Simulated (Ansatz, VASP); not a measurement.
HfO2: VASP beside Ansatz

```xyz
3
Lattice="0.0000 2.6077 2.6077 2.6077 0.0000 2.6077 2.6077 2.6077 0.0000" Properties=species:S:1:pos:R:3 pbc="T T T"
Hf    0.0000    0.0000    0.0000
O     1.3038    1.3038    1.3038
O     3.9115    3.9115    3.9115
```

Change from the starting cell: volume scaled by 1.06, crystal datasets.

Alike in both runs: task electric field gradients; functional LDA; k mesh 9 × 9 × 9; occupations fermi-dirac, width 0.01 eV; no spin polarisation.

|  | VASP | Ansatz |
| --- | --- | --- |
| version | VASP 6.6.1 | Ansatz 0.2.0 |
| potentials or method | VASP PAW LDA potentials, release 64 (Hf_pv, O), cutoff 520 eV | all-electron PAW with datasets made for the crystal, scalar-relativistic |

Ansatz gave:

| Property | Result |
| --- | --- |
| gap on the k mesh at the Fermi level (eV) | 3.46 |
| pressure (GPa) | -27.2 |
| Vzz of the field gradient on the site that differs most (V/Å²) | 0.0 |

Q: What did VASP give for the same quantities?

A: gap on the k mesh at the Fermi level (eV): 3.47; pressure (GPa): -29.6; Vzz of the field gradient on the site that differs most (V/Å²): 0.0.

Ansatz ran all-electron here, so the differences hold the error of VASP's frozen core and of both bases. Ansatz warned: «gradients_without_spin_orbit».

Caveats: so large a pressure means that the cell lies far from this level's equilibrium, or that cutoff or potentials fall short (VASP); spin-orbit coupling is left out, which moves the levels of the heavy elements; an odd mesh through Γ misses points on the zone boundary, where band edges often lie.
